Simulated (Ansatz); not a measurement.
# KF at 1.4 GPa: from Born charge to LO–TO splitting and polaron coupling

Computed with DFT PBE, scalar-relativistic, plane waves, PAW (Ansatz). Cutoff 420 eV, 8×8×8 k-points (Γ-centred), fixed occupations. No spin polarisation. Phonons by linear response, acoustic sum rule imposed.

The cell is fixed (symmetry leaves no force on the atoms) and stands under 1.4 GPa:
```xyz
2
Lattice="0.0000 2.9150 2.9150 2.9150 0.0000 2.9150 2.9150 2.9150 0.0000" Properties=species:S:1:pos:R:3 pbc="T T T"
K     0.0000    0.0000    0.0000
F     1.4575    1.4575    1.4575
```

The cell is the ideal cubic zincblende prototype; this isn't the usual structure of the compound.

Linear response gives ν_TO = 225.2 cm⁻¹, Born charges ±1.082 e (positive on K) and ε∞ = 1.759. The primitive cell holds 49.539 Å³, and the masses are 39.098 and 18.998 amu.

Question: Find ν_LO and the static dielectric constant.

Answer: The long-wave field adds a restoring force: ω_LO² − ω_TO² = Z*²e²/(ε_vac ε∞ μV). In these units ν_LO² − ν_TO² = 4.92064×10⁷ Z*²/(μ V ε∞) cm⁻², with μ = m₁m₂/(m₁ + m₂) = 12.786 amu: 51719 cm⁻². So ν_LO = √(225.2² + 51719) = 320.0 cm⁻¹, and the run gives 320.1. Lyddane–Sachs–Teller then gives ε0 = ε∞ (ν_LO/ν_TO)² = 3.55, against 3.55 in the run (it forms both from the same three quantities, so the match checks the arithmetic only). Between ν_TO and ν_LO the dielectric function is negative and an undamped crystal reflects fully: a reststrahlen band from 31.2 to 44.4 μm.

Question: What do the Clausius–Mossotti polarisability and the Szigeti charge come to?

Answer: With the Lorentz local field, α = (3V/4π)(ε∞ − 1)/(ε∞ + 2) = 2.39 Å³ for the pair, and e_S = 3Z*/(ε∞ + 2) = 0.86 e. The Born charge includes the electrons' response to the dipole's own local field, and e_S takes that enhancement out. The Lorentz field assumes point-like polarisable ions, a fair picture at this small ε∞.

Question: How strongly does a slow electron couple to the LO mode?

Answer: For one isotropic parabolic band, Fröhlich's constant is α_F = (1/ε∞ − 1/ε0) √(m* Ry/ħω_LO), with Ry = 13.606 eV, ħω_LO = 39.7 meV and m* in free-electron masses: α_F = 0.2870 × 18.52 × √m* = 5.32 √m*. The band mass isn't part of this run; for m* = 0.1, 0.3 and 1 it gives 1.68, 2.91, 5.32. In weak coupling the polaron lies α_F ħω_LO below the band edge (116 meV at m* = 0.3) with a mass m*(1 + α_F/6); past α_F of about 5 or 6 that expansion fails. A semilocal functional's ε∞ tends to be too large, which taken alone lowers α_F.

Cost: 1 run of about 0.76 core-minutes, on Arm Neoverse N1 (shared hosts).